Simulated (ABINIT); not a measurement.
# PtSe2 (Sudovikovite) (P-3m1) in ABINIT: notebook

One crystal, PtSe2 (Sudovikovite), is run at these levels: AM05, RPBE, LDA-Teter; tasks: band structure.

All numbers are computed with ABINIT 10.8.3 (patched build); they aren't measurements. Logs are shortened: lines on timing, memory, paths and dates and some standing lists are left out, and cuts for length are marked. The log counts tension as positive stress, the text compression.

### Step 1. Starting point

The structure is trigonal, space group P-3m1 (No. 164). The conventional cell has a = 3.724 Å, b = 3.724 Å, c = 5.062 Å, α = 90.00°, β = 90.00°, γ = 120.00°. Around Pt (site symmetry -3m) lie 6 Se at 2.49 Å. Se (site symmetry 3m) is surrounded by 3 Pt at 2.49 Å.

### Step 2. Band structure, AM05

run.abi

```
ndtset 2

pp_dirpath "./"
pseudos "Pt.GGA_PBE-JTH.xml, Se.GGA_PBE-JTH.xml"

acell 3*1.0 Angstrom
rprim
     3.7240000000     0.0000000000     0.0000000000
    -1.8620000000     3.2250786037     0.0000000000
     0.0000000000     0.0000000000     5.0620000000
ntypat 2
znucl 78 34
natom 3
typat 1 2 2
xcart
     0.0000000000     0.0000000000     0.0000000000
     1.8620000002     1.0750262011     3.7965000000
    -0.0000000002     2.1500524026     1.2655000000 Angstrom

ecut 20.0
pawecutdg 40.0

ixc -120135

occopt 3
tsmear 0.00183747

nstep 100

iomode 3
prtwf 0
prteig 0
prtebands 0
prtden1 1

kptopt1 1
ngkpt1 8 8 5
nshiftk1 1
shiftk1 0.0 0.0 0.0
nband1 15
tolvrs1 1.0e-9

iscf2 -2
getden2 1
nband2 19
nbdbuf2 2
tolwfr2 1.0e-12
kptopt2 -7
ndivsm2 5
prteig2 1
kptbounds2
     0.0000000000     0.0000000000     0.0000000000
     0.5000000000     0.0000000000     0.0000000000
     0.3333333333     0.3333333333     0.0000000000
     0.0000000000     0.0000000000     0.0000000000
     0.0000000000     0.0000000000     0.5000000000
     0.5000000000     0.0000000000     0.5000000000
     0.3333333333     0.3333333333     0.5000000000
     0.0000000000     0.0000000000     0.5000000000
```

Potentials or basis: JTH PAW PBE v2.0.

Started as:

```console
> abinit run.abi > log 2>&1
```

run.abo:

```text
.Version 10.8.3 of ABINIT
 DATASET    1 : space group P-3 m 1 (#164); Bravais hP (primitive hexag.)
================================================================================
 Values of the parameters that define the memory need for DATASET  1.
     intxc =       0    ionmov =       0      iscf =      17    lmnmax =      18
     lnmax =       6     mgfft =      40  mpssoang =       3    mqgrid =    3001
     natom =       3  nloc_mem =       2    nspden =       1   nspinor =       1
    nsppol =       1      nsym =      12    n1xccc =       1    ntypat =       2
    occopt =       3   xclevel =       2
       mpw =        1781          nfft =       36000          nkpt =          40
 PAW method is used; the additional fine FFT grid is defined by:
   mgfftf=        60    nfftf =    121500
================================================================================
================================================================================

 DATASET    2 : space group P-3 m 1 (#164); Bravais hP (primitive hexag.)
================================================================================
 Values of the parameters that define the memory need for DATASET  2.
     intxc =       0    ionmov =       0      iscf =      -2    lmnmax =      18
     lnmax =       6     mgfft =      40  mpssoang =       3    mqgrid =    3001
     natom =       3  nloc_mem =       2    nspden =       1   nspinor =       1
    nsppol =       1      nsym =      12    n1xccc =       1    ntypat =       2
    occopt =       3   xclevel =       2
       mpw =        1783          nfft =       36000          nkpt =          55
 PAW method is used; the additional fine FFT grid is defined by:
   mgfftf=        60    nfftf =    121500
================================================================================
================================================================================

--------------------------------------------------------------------------------
------------- Echo of variables that govern the present computation ------------
--------------------------------------------------------------------------------
 -outvars: echo values of preprocessed input variables --------
            acell      1.8897261259E+00  1.8897261259E+00  1.8897261259E+00 Bohr
              amu      1.95080000E+02  7.89600000E+01
             ecut      2.00000000E+01 Hartree
           getden1          0
           getden2          1
             iscf1         17
             iscf2         -2
                       outvar_i_n : Printing only first  50 k-points.
              ixc     -120135
           jdtset        1    2
                       outvar_i_n : Printing only first  50 k-points.
           kptopt1          1
           kptopt2         -7
         kptrlatt        8    0    0      0    8    0      0    0    5
          kptrlen1     4.78289682E+01
          kptrlen2     3.00000000E+01
            natom           3
            nband1         15
            nband2         19
           nbdbuf1          0
           nbdbuf2          2
           ndtset           2
           ndivsm1          0
           ndivsm2          5
            ngfft          30      30      40
          ngfftdg          45      45      60
             nkpt1         40
             nkpt2         55
            nstep         100
             nsym          12
           ntypat           2
           occopt           3
        pawecutdg      4.00000000E+01 Hartree
         pawxcdev           0
        prtebands           0
           prteig1          0
           prteig2          1
            prtwf           0
            rprim      3.7240000000E+00  0.0000000000E+00  0.0000000000E+00
                      -1.8620000000E+00  3.2250786037E+00  0.0000000000E+00
                       0.0000000000E+00  0.0000000000E+00  5.0620000000E+00
           shiftk1     0.00000000E+00  0.00000000E+00  0.00000000E+00
           shiftk2     5.00000000E-01  5.00000000E-01  5.00000000E-01
          spgroup         164
           tolvrs1     1.00000000E-09
           tolvrs2     0.00000000E+00
           tolwfr1     0.00000000E+00
           tolwfr2     1.00000000E-12
           tsmear      1.83747000E-03 Hartree
            typat      1  2  2
           useylm           1
                       outvars : Printing only first  50 k-points.
           xangst      0.0000000000E+00  0.0000000000E+00  0.0000000000E+00
                       1.8620000000E+00  1.0750262012E+00  3.7965000000E+00
[... 261 lines left out ...]
  5.74E-13  5.71E-05  2.29E-05
 -4.4216E-01 -3.3779E-01 -1.2953E-01 -1.0354E-01 -1.0354E-01 -1.2377E-02
 -1.2377E-02  4.0927E-02  9.7247E-02  9.7247E-02  1.5173E-01  1.8885E-01
  1.8885E-01  2.6712E-01  2.8881E-01  4.0469E-01  4.0469E-01  5.7256E-01
  5.9456E-01
 Non-SCF case, kpt    2 (  0.05556  0.00000  0.00000), residuals and eigenvalues=
  7.31E-13  5.07E-13  5.96E-13  5.37E-13  6.44E-13  6.39E-13  4.94E-13  5.30E-13
  8.92E-13  7.88E-13  8.11E-13  9.01E-13  3.72E-13  9.44E-13  8.89E-13  8.11E-13
[... 415 lines left out ...]
  5.46E-13  8.72E-13  8.38E-13  4.17E-13  5.04E-13  5.44E-13  5.52E-13  4.84E-13
  6.08E-13  2.83E-10  5.57E-06
 -4.1975E-01 -3.7815E-01 -1.0329E-01 -1.0086E-01 -6.4362E-02 -1.5589E-02
 -1.4948E-02  3.2265E-02  5.3432E-02  8.2498E-02  9.8970E-02  2.0807E-01
  2.1536E-01  3.2047E-01  3.5743E-01  3.9116E-01  3.9167E-01  4.5496E-01
  4.9865E-01
 Non-SCF case, kpt   55 (  0.00000  0.00000  0.50000), residuals and eigenvalues=
  4.25E-13  8.55E-13  4.59E-13  5.97E-13  4.20E-13  7.44E-13  7.39E-13  7.59E-13
  5.57E-13  6.27E-13  3.78E-13  6.27E-13  4.49E-13  9.69E-13  9.70E-13  9.87E-13
  6.57E-13  8.22E-09  1.49E-05
 -4.2108E-01 -3.7837E-01 -1.0169E-01 -1.0169E-01 -6.5011E-02 -1.3550E-02
 -1.3550E-02  2.8028E-02  7.2488E-02  8.1373E-02  8.1373E-02  2.2001E-01
  2.2001E-01  3.1177E-01  3.6726E-01  3.8462E-01  3.8462E-01  4.7092E-01
  4.8863E-01

--- !ResultsGS
iteration_state: {dtset: 2, }
comment   : Summary of ground state results
lattice_vectors:
- [  7.0373401,   0.0000000,   0.0000000, ]
- [ -3.5186700,   6.0945153,   0.0000000, ]
- [  0.0000000,   0.0000000,   9.5657936, ]
lattice_lengths: [   7.03734,    7.03734,    9.56579, ]
lattice_angles: [ 90.000,  90.000, 120.000, ] # degrees, (23, 13, 12)
lattice_volume:   4.1026902E+02
convergence: {deltae:  0.000E+00, res2:  0.000E+00, residm:  9.980E-13, diffor:  0.000E+00, }
etotal    :  -4.62348364E+01
entropy   :   0.00000000E+00
fermie    :   1.37292059E-01
cartesian_stress_tensor: null
pressure_GPa: null
xred      :
- [  0.0000E+00,   0.0000E+00,   0.0000E+00, Pt]
- [  6.6667E-01,   3.3333E-01,   7.5000E-01, Se]
- [  3.3333E-01,   6.6667E-01,   2.5000E-01, Se]
cartesian_forces: null
force_length_stats: {min: null, max: null, mean: null, }
...

 Integrated electronic density in atomic spheres:
 ------------------------------------------------
 Atom  Sphere_radius  Integrated_density
    1        2.51622          8.73695132
    2        2.21132          3.92598570
    3        2.21132          3.92598570

================================================================================

 ----iterations are completed or convergence reached----

 Mean square residual over all n,k,spin=   69.662E-14; max=  99.795E-14
 reduced coordinates (array xred) for    3 atoms
       0.000000000000      0.000000000000      0.000000000000
       0.666666666667      0.333333333333      0.750000000000
       0.333333333333      0.666666666667      0.250000000000

 cartesian coordinates (angstrom) at end:
    1      0.00000000000000     0.00000000000000     0.00000000000000
    2      1.86200000000000     1.07502620123333     3.79650000000000
    3      0.00000000000000     2.15005240246667     1.26550000000000
 length scales=  1.889726125908  1.889726125908  1.889726125908 bohr
              =  1.000000000000  1.000000000000  1.000000000000 angstroms
 Eigenvalues (hartree) for nkpt=  55  k points:
 kpt#   1, nband= 19, wtk=  1.00000, kpt=  0.0000  0.0000  0.0000 (reduced coord)
  -0.44216   -0.33779   -0.12953   -0.10354   -0.10354   -0.01238   -0.01238    0.04093
   0.09725    0.09725    0.15173    0.18885    0.18885    0.26712    0.28881    0.40469
   0.40469    0.57256    0.59456
 kpt#   2, nband= 19, wtk=  1.00000, kpt=  0.0556  0.0000  0.0000 (reduced coord)
  -0.44087   -0.33837   -0.12800   -0.10269   -0.10262   -0.01403   -0.01332    0.03840
   0.09192    0.09610    0.14829    0.18539    0.18907    0.27773    0.29674    0.39913
   0.40909    0.55014    0.56365
 kpt#   3, nband= 19, wtk=  1.00000, kpt=  0.1111  0.0000  0.0000 (reduced coord)
  -0.43706   -0.34008   -0.12351   -0.10024   -0.09988   -0.01954   -0.01581    0.03067
   0.08073    0.09227    0.13648    0.18268    0.19030    0.29945    0.31719    0.38871
   0.42123    0.50795    0.53392
 kpt#   4, nband= 19, wtk=  1.00000, kpt=  0.1667  0.0000  0.0000 (reduced coord)
  -0.43090   -0.34274   -0.11642   -0.09644   -0.09534   -0.03062   -0.01896    0.01985
   0.07057    0.08519    0.11831    0.18391    0.19348    0.31664    0.33907    0.39113
   0.43723    0.47321    0.50644
 kpt#   5, nband= 19, wtk=  1.00000, kpt=  0.2222  0.0000  0.0000 (reduced coord)
[... 189 lines left out ...]
   0.05695    0.08973    0.11806    0.15566    0.18984    0.33387    0.35021    0.41663
   0.41763    0.44437    0.50016
 kpt#  53, nband= 19, wtk=  1.00000, kpt=  0.0667  0.0667  0.5000 (reduced coord)
  -0.41582   -0.37752   -0.10712   -0.09856   -0.06291   -0.02103   -0.01965    0.03352
   0.04335    0.08552    0.11450    0.18265    0.20301    0.33639    0.34316    0.40307
   0.41006    0.43660    0.50150
 kpt#  54, nband= 19, wtk=  1.00000, kpt=  0.0333  0.0333  0.5000 (reduced coord)
  -0.41975   -0.37815   -0.10329   -0.10086   -0.06436   -0.01559   -0.01495    0.03227
   0.05343    0.08250    0.09897    0.20807    0.21536    0.32047    0.35743    0.39116
   0.39167    0.45496    0.49865
 kpt#  55, nband= 19, wtk=  1.00000, kpt=  0.0000  0.0000  0.5000 (reduced coord)
  -0.42108   -0.37837   -0.10169   -0.10169   -0.06501   -0.01355   -0.01355    0.02803
   0.07249    0.08137    0.08137    0.22001    0.22001    0.31177    0.36726    0.38462
   0.38462    0.47092    0.48863

== END DATASET(S) ==============================================================
================================================================================

 -outvars: echo values of variables after computation  --------
            acell      1.8897261259E+00  1.8897261259E+00  1.8897261259E+00 Bohr
           etotal1    -4.6234836376E+01
            fcart1    -1.2754086002E-29 -7.3635749867E-30 -0.0000000000E+00
                       4.4639301008E-29  2.5772512453E-29 -5.7084173615E-03
                      -3.1885215006E-29 -1.8408937467E-29  5.7084173615E-03
            rprim      3.7240000000E+00  0.0000000000E+00  0.0000000000E+00
                      -1.8620000000E+00  3.2250786037E+00  0.0000000000E+00
                       0.0000000000E+00  0.0000000000E+00  5.0620000000E+00
           strten1    -1.0123550298E-04 -1.0123550303E-04 -5.9998384062E-05
                       0.0000000000E+00  0.0000000000E+00  0.0000000000E+00
           xangst      0.0000000000E+00  0.0000000000E+00  0.0000000000E+00
                       1.8620000000E+00  1.0750262012E+00  3.7965000000E+00
                       9.4261207053E-18  2.1500524025E+00  1.2655000000E+00
             xred      0.0000000000E+00  0.0000000000E+00  0.0000000000E+00
                       6.6666666667E-01  3.3333333333E-01  7.5000000000E-01
                       3.3333333333E-01  6.6666666667E-01  2.5000000000E-01
 Calculation completed.
```

Wall time 1.9 min (1 thread of Arm Neoverse V1, shared host); peak memory 0.15 GiB.

Results:

```yaml
Free_energy: -1258.1140 eV
Pressure: 2.6 GPa
Largest_force: 0.294 eV/Å
Band_gap_on_the_k_mesh: none (metal or under the smearing width)
```

Forces in eV/Å, atoms in the order of the input:
```
Pt   0.000  0.000  0.000
Se   0.000  0.000 -0.294
Se   0.000  0.000  0.294
```

Levels at the corners of the path, in eV from the Fermi level:
```tsv
point	band 8	band 9	band 10	band 11	band 12	band 13	band 14	band 15
Γ	-2.62	-1.09	-1.09	0.39	1.40	1.40	3.53	4.12
M	-3.59	-3.54	-3.46	-3.03	0.61	2.30	4.71	5.79
K	-3.83	-2.73	-1.89	-1.89	-0.04	-0.04	4.00	7.60
Γ	-2.62	-1.09	-1.09	0.39	1.40	1.40	3.53	4.12
A	-2.97	-1.76	-1.52	-1.52	2.25	2.25	4.75	6.26
L	-3.56	-3.27	-2.90	-1.42	0.93	1.47	4.50	4.75
H	-4.24	-3.71	-2.55	-2.55	1.96	1.96	6.50	7.25
A	-2.97	-1.76	-1.52	-1.52	2.25	2.25	4.75	6.26
```

Caveat: the PAW data sets were made with another functional, which shifts forces and pressure a little; spin-orbit coupling is left out, which moves the levels of the heavy elements; the atomic spheres overlap.

[end of part 1 of 2]
